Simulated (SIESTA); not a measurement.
PtSe2 (Sudovikovite):

```
Pt Se
1.0
     3.72400    0.00000    0.00000
    -1.86200    3.22508    0.00000
     0.00000    0.00000    5.06200
Pt Se
1 2
Direct
  0.00000 0.00000 0.00000
  0.66667 0.33333 0.75000
  0.33333 0.66667 0.25000
```

| Item | Value |
| --- | --- |
| Program | SIESTA 5.4.2 |
| Task | relaxation of cell and atoms |
| Functional | PBE |
| Potentials or basis | PseudoDojo 0.4 standard (PBE files) |
| Basis | DZ (energy shift 0.01 Ry) |
| Grid cutoff | 800 Ry |
| Energy shift | 0.01 Ry |
| k mesh | 8 × 8 × 5 |
| Occupations | fermi-dirac, width 0.05 eV |
| Spin | no spin polarisation |

At the start: pressure 7.8 GPa; volume 20.27 Å³/atom.

**Question.** Where does the relaxation end?

**Answer.** Over 17 steps the energy falls by 110.4 meV/atom and the volume is 19.62 Å³/atom (-3.2 %); space group P-3m1 (No. 164, to 0.05 Å).

Step by step:
| step | energy change (eV) | largest force (eV/Å) | pressure (GPa) | volume (Å³) |
| --- | --- | --- | --- | --- |
| 1 | 0.0000 | 1.9739 | 7.83 | 60.80 |
| 2 | -0.2109 | 0.8778 | 1.00 | 61.52 |
| 3 | -0.2208 | 0.5080 | -6.63 | 62.64 |
| 4 | -0.2573 | 0.0609 | -3.69 | 62.14 |
| 5 | -0.3029 | 0.1091 | -1.67 | 59.95 |
| 6 | -0.2968 | 0.3825 | 1.10 | 57.81 |
| 7 | -0.3077 | 0.2004 | -0.71 | 59.12 |
| 8 | -0.2761 | 0.8081 | 5.27 | 57.81 |
| 9 | -0.3144 | 0.0530 | 0.76 | 58.77 |
| 10 | -0.3203 | 0.0386 | 0.50 | 58.84 |
| 11 | -0.3271 | 0.0203 | 0.03 | 58.96 |
| 12 | -0.3308 | 0.0113 | -0.54 | 59.12 |
| 13 | -0.3308 | 0.0087 | -0.50 | 59.11 |
| 14 | -0.3150 | 0.3595 | 3.24 | 57.67 |
| 15 | -0.3312 | 0.0332 | -0.06 | 58.94 |
| 16 | -0.3311 | 0.0292 | 0.02 | 58.78 |
| 17 | -0.3313 | 0.0005 | -0.02 | 58.86 |

Final structure:
```
CELL_PARAMETERS angstrom
3.77282 -0.00025 -0.00011
-1.88662 3.26723 0.00011
-0.00015 0.00008 4.77492
ATOMIC_POSITIONS crystal
Pt 0.00000 0.00000 0.00000
Se 0.66667 0.33333 0.71771
Se 0.33333 0.66667 0.28229
```

Caveat: the basis has no polarisation orbitals; semicore shells carry a single zeta, which can move pressures by several GPa and volumes by a few percent; the basis of atomic orbitals isn't converged, which shifts pressures, moduli and gaps.
